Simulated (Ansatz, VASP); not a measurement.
## TiB4: VASP beside Ansatz

File INCAR:

```
PREC = Accurate ; ENCUT = 520
EDIFF = 1E-7 ; ISMEAR = 0
SIGMA = 0.1 ; LREAL = False
LASPH = True ; NELM = 100
ALGO = Normal ; ISIF = 2
LWAVE = False ; LCHARG = False
GGA = PE ; NBANDS = 20
```

KPOINTS

```
Automatic mesh
0
Gamma
  10 10 10
```

Contents of POSCAR:

```
TiB4
1.0
    3.7477130908      0.0000000000      0.0000000000
    0.0000000000      3.7477130908      0.0000000000
    0.0000000000      0.0000000000      3.7477130908
Ti B
1 4
Direct
    0.0000000000      0.0000000000      0.0000000000
    0.3369252269      0.3369252269      0.3369252269
    0.6630747731      0.6630747731      0.3369252269
    0.3369252269      0.6630747731      0.6630747731
    0.6630747731      0.3369252269      0.6630747731
```

Input for Ansatz:

```yaml
crystal:
  lattice:
    - [3.7477130908, 0.0, 0.0]
    - [0.0, 3.7477130908, 0.0]
    - [0.0, 0.0, 3.7477130908]
  atoms:
    - { symbol: Ti, position: [0.0, 0.0, 0.0] }
    - { symbol: B, position: [0.3369252269, 0.3369252269, 0.3369252269] }
    - { symbol: B, position: [0.6630747731, 0.6630747731, 0.3369252269] }
    - { symbol: B, position: [0.3369252269, 0.6630747731, 0.6630747731] }
    - { symbol: B, position: [0.6630747731, 0.3369252269, 0.6630747731] }
basis:
  ecutwfc: 420
kpoints:
  mp_grid: { grid: [10, 10, 10] }
  band_path:
    path:
      - [[0.0, 0.0, 0.0], [0.0, 0.5, 0.0], [0.5, 0.5, 0.0], [0.0, 0.0, 0.0], [0.5, 0.5, 0.5], [0.0, 0.5, 0.0]]
      - [[0.5, 0.5, 0.5], [0.5, 0.5, 0.0]]
    npoints: 14
hamiltonian:
  xc: pbe
scf:
  occupations: { method: gaussian, width: 0.1 }
  n_extra_bands: 12
output:
  forces: true
  stress: true
  eigenvalues: true
  populations: true
  dos: { projected: true, de: 0.02, nscf_kmesh: { grid: [12, 12, 12] } }
  bader: true
  write_density: true
  write_potential: true
  elf: true
  volumetric_format: npy
```

The cell was built by a generator and needn't be a form met in nature.

Alike in both runs: task single point; functional PBE; k mesh 10 × 10 × 10; occupations gaussian, width 0.1 eV; no spin polarisation.

|  | VASP | Ansatz |
| --- | --- | --- |
| version | VASP 6.6.1 | Ansatz 0.2.0 |
| potentials or method | VASP PAW PBE potentials, release 64 (Ti_sv, B) | scalar-relativistic, plane waves, PAW |
| plane-wave cutoff (eV) | 520 | 420 |
| valence electrons in the cell | 24 | 24 |

```tsv
	VASP	Ansatz	Ansatz less VASP
gap on the k mesh at the Fermi level (eV)	none	none	-
pressure (GPa)	0.0	0.0	-0.01
rms of the force components (eV/Å)	0.009	0.000	-0.0093
```

Atom by atom the forces differ by 0.009 eV/Å (rms over components). A gap of «none» marks a metal or a gap that the smearing closes.
